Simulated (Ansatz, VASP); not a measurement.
# ZnO: VASP beside Ansatz

```
CELL_PARAMETERS angstrom
3.27347 0.00000 0.00000
-1.63673 2.83491 0.00000
0.00000 0.00000 5.28219
ATOMIC_POSITIONS crystal
Zn 0.33333 0.66667 0.00151
Zn 0.66667 0.33333 0.50151
O 0.33333 0.66667 0.38059
O 0.66667 0.33333 0.88059
```

Alike in both runs: functional PBE; dispersion D4; k mesh 8 × 8 × 6; occupations gaussian, width 0.05 eV; no spin polarisation.

Ansatz relaxed the structure, and its values are those at the end. VASP's run is a single point on that final structure, the one shown.

|  | VASP | Ansatz |
| --- | --- | --- |
| version | VASP 6.6.1 | Ansatz 0.2.0 |
| potentials or method | VASP PAW PBE potentials, release 64 (Zn, O) | scalar-relativistic, plane waves, PAW |
| plane-wave cutoff (eV) | 520 | 420 |
| valence electrons in the cell | 36 | 36 |

```csv
,VASP,Ansatz,Ansatz less VASP
gap on the k mesh at the Fermi level (eV),0.74,0.75,+0.016
least direct gap on the mesh (eV),0.74,0.75,+0.016
pressure (GPa),-1.5,-2.5,-0.93
dispersion energy (meV/atom),-231.2,-231.3,-0.10
```

Expect the measured gap to be larger: semilocal functionals such as PBE lack the derivative discontinuity.
